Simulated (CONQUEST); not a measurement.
InP:

```
In P
1.0
     4.14435    0.00000    0.00000
     0.00000    4.14435    0.00000
     0.00000    0.00000    5.86100
In P
2 2
Direct
  0.00000 0.00000 0.00000
  0.50000 0.50000 0.50000
  0.00000 0.50000 0.25000
  0.50000 0.00000 0.75000
```

Base run:

```yaml
Program: CONQUEST 1.3
Functional: PBE
Potentials_or_basis: PseudoDojo NC PBE, SZP, grid cutoff 120 Ha
k_mesh: 7 × 7 × 5
Occupations: fermi-dirac, width 0.05 eV
Spin: no spin polarisation
```

Its results: band gap on the k mesh 1.08 eV; pressure 6.3 GPa.

The run is repeated on the same cell with these changes: potentials or basis from PseudoDojo NC PBE, SZP, grid cutoff 120 Ha to PseudoDojo NC PBE, SZ, grid cutoff 120 Ha. What comes out?

Band gap on the k mesh 1.02 eV; pressure 7.8 GPa.

Caveats: the atomic basis is small; spin-orbit coupling is left out, which moves the levels of the heavy elements; the basis of atomic orbitals isn't converged, which shifts pressures, moduli and gaps; the box holds several primitive cells, so bands are folded and the points are those of the box's own zone (some runs); an odd mesh through Γ misses points on the zone boundary, where band edges often lie (some runs).
